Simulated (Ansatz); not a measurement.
## CrCuO2 under changes of volume

One of the cells (10.911 Å³/atom); the others are scaled copies at fixed shape and fractional positions:

```
Cu Cr O
1.0
     1.48670    0.85835    5.70000
    -1.48670    0.85835    5.70000
     0.00000   -1.71669    5.70000
Cu Cr O
1 1 2
Cartesian
  0.0000 0.0000 0.0000
  0.0000 0.0000 8.5500
  0.0000 0.0000 15.2546
  0.0000 0.0000 1.8454
```

* Program: Ansatz 0.2.0
* Functional: PBEsol
* Potentials or basis: Ansatz PAW
* Cutoff: 420 eV (not typed: the program's choice for these potentials)
* k mesh: 10 × 10 × 10
* Occupations: fermi-dirac, width 0.05 eV
* Spin: collinear spin, ferromagnetic start
* Starting moments: [0.6, 3.0, 0.0, 0.0] μB

```csv
volume (Å³/atom),energy over the lowest point (meV/atom),pressure (GPa),gap on the mesh (eV),largest force (eV/Å)
10.256,11.99,9.0,0.75,0.133
10.474,3.00,4.3,0.83,0.063
10.692,0.00,0.1,0.91,0.002
10.911,2.39,-3.6,0.97,0.063
11.129,9.61,-6.9,0.95,0.119
11.347,21.11,-9.9,0.92,0.171
11.565,?,?,?,?
```

**Question.** What does the run at 11.565 Å³/atom give?

**Answer.** Energy over the lowest point 36.47 meV/atom; pressure -12.6 GPa; gap on the mesh 0.89 eV; largest force 0.220 eV/Å.

Worked out: A Birch-Murnaghan fit of order 3 (a polynomial in V^(-2/3)) to the other rows has its minimum at 10.70 Å³/atom with B0 = V·E''(V) = 193 GPa and B' = 4.4 at fixed shape and positions, which overstates the stiffness. It gives 36.48 meV/atom at 11.565 Å³/atom, against the run's 36.47, and -dE/dV = -12.6 GPa, against -12.6. A parabola through the other rows of the gap, of slope -3.81 eV per unit of ln V there, extrapolates to 0.87 eV, against the run's 0.89.

Energies are extrapolated to zero smearing.

Caveats: only a ferromagnetic start was run, and an antiferromagnetic order may lie lower in energy; the PAW data sets come from PBE, with cores solved anew for the run's functional, which leaves a small shift of forces and pressure.

A mesh can miss the band edges.
